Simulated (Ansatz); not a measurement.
Here is an Ansatz 0.2.0 calculation.

Contents of input.yaml:

```yaml
crystal:
  lattice:
    - [4.889, 0.0, 0.0]
    - [0.0, 4.889, 0.0]
    - [0.0, 0.0, 4.889]
  atoms:
    - { symbol: Mo, position: [0.0, 0.5, 0.25] }
    - { symbol: Mo, position: [0.0, 0.5, 0.75] }
    - { symbol: Mo, position: [0.5, 0.25, 0.0] }
    - { symbol: Mo, position: [0.75, 0.0, 0.5] }
    - { symbol: Mo, position: [0.5, 0.75, 0.0] }
    - { symbol: Mo, position: [0.25, 0.0, 0.5] }
    - { symbol: Si, position: [0.5, 0.5, 0.5] }
    - { symbol: Si, position: [0.0, 0.0, 0.0] }
hamiltonian:
  xc: pbe
  pseudopotentials: { kind: paw }
kpoints:
  mp_grid: { grid: [6, 6, 6] }
scf:
  occupations: { method: fermi_dirac, width: 0.05 }
output:
  forces: true
  stress: true
  eigenvalues: true
  write_density: true
  write_potential: true
  elf: true
  volumetric_format: npy
relax:
  f_tol: 0.01
  max_steps: 40
  cell: { stress_tol: 0.05 }
```

Potentials or basis: Ansatz PAW.

The run is started by

```bash
$ ansatz run input.yaml --threads 4 --pin off --max-ram 11264MiB --backend cpu --events-out ev --progress --plain --runs-dir out
```

Problem. What does it give for the relaxed cell?

Solution. a = 4.907 Å, b = 4.907 Å, c = 4.907 Å, α = 90.00°, β = 90.00°, γ = 90.00°.

Problem. What does it give for the relaxed volume?

Solution. 14.77 Å³/atom.

Problem. Predict the space group after relaxing (to 0.05 Å).

Solution. Pm-3n (No. 223).

The path:
| step | energy change (eV) | largest force (eV/Å) | volume (Å³) |
| --- | --- | --- | --- |
| 1 | 0.0000 | 0.0000 | 116.86 |
| 2 | -0.0103 | 0.0000 | 118.15 |
| 3 | -0.0103 | 0.0000 | 118.13 |
| 4 | -0.0107 | 0.0000 | 118.13 |

Caveat: the plane-wave basis is chosen anew once the cell has moved, so the energies of steps on either side of that aren't comparable. PBE usually gives volumes a little too large and moduli too small.
